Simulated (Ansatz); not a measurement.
Input of an Ansatz 0.2.0 run:

The input input.yaml:

```yaml
crystal:
  lattice:
    - [3.9047, 0.0, 0.0]
    - [0.0, 3.9047, 0.0]
    - [0.0, 0.0, 3.9047]
  atoms:
    - { symbol: Te, position: [0.5, 0.5, 0.5] }
    - { symbol: Sn, position: [0.0, 0.0, 0.0] }
kpoints:
  mp_grid: { grid: [7, 7, 7] }
  band_path:
    path:
      - [0.0, 0.0, 0.0]
      - [0.0, 0.5, 0.0]
      - [0.5, 0.5, 0.0]
      - [0.0, 0.0, 0.0]
      - [0.5, 0.5, 0.5]
      - [0.0, 0.5, 0.0]
    npoints: 8
scf:
  occupations: { method: fermi_dirac, width: 0.05 }
hamiltonian:
  xc: pbesol
  pseudopotentials: { kind: all_electron, lapw: { basis_error: 0.001 } }
output:
  forces: true
  stress: true
  eigenvalues: true
```

Potentials or basis: all-electron LAPW, scalar-relativistic.

Launch:

```bash
$ ansatz run input.yaml --threads 1 --pin off --max-ram 3072MiB --backend cpu --events-out ev --progress --plain --runs-dir out
```

(1) What does it give for the pressure?

(2) Predict the band gap along the path.

Answers

(1) -3.8 GPa.

(2) none (metal or under the smearing width).

Caveat: spin-orbit coupling is left out, which moves the levels of the heavy elements.
